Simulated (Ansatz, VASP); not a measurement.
**BP: VASP beside Ansatz**

```
CELL_PARAMETERS angstrom
0.00000 2.26607 2.26607
2.26607 0.00000 2.26607
2.26607 2.26607 0.00000
ATOMIC_POSITIONS crystal
B 0.00000 0.00000 0.00000
P 0.25000 0.25000 0.25000
```

The cell is a database's computed one.

Alike in both runs: task relaxation of cell and atoms; functional PBEsol; k mesh 10 × 10 × 10; occupations gaussian, width 0.02 eV; no spin polarisation.

|  | VASP | Ansatz |
| --- | --- | --- |
| version | VASP 6.6.1 | Ansatz 0.2.0 |
| potentials or method | VASP PAW PBE potentials, release 64 (B, P) | scalar-relativistic, plane waves, PAW |
| plane-wave cutoff (eV) | 600 | 420 |
| valence electrons in the cell | 8 | 8 |

|  | VASP | Ansatz | Ansatz less VASP |
| --- | --- | --- | --- |
| gap on the k mesh at the Fermi level, each at its own relaxed structure (eV) | 1.12 | 1.12 | +0.003 |
| relaxed volume (Å³/atom) | 11.55 | 11.54 | -0.007 |
| relaxed cell length with the largest relative difference (Å) | 3.197 | 3.196 | -0.0006 |

Caveats: the PAW data sets were made with another functional, which shifts forces and pressure a little (VASP). Expect the measured gap to be larger: semilocal functionals such as PBEsol lack the derivative discontinuity. A k mesh can miss the band edges.
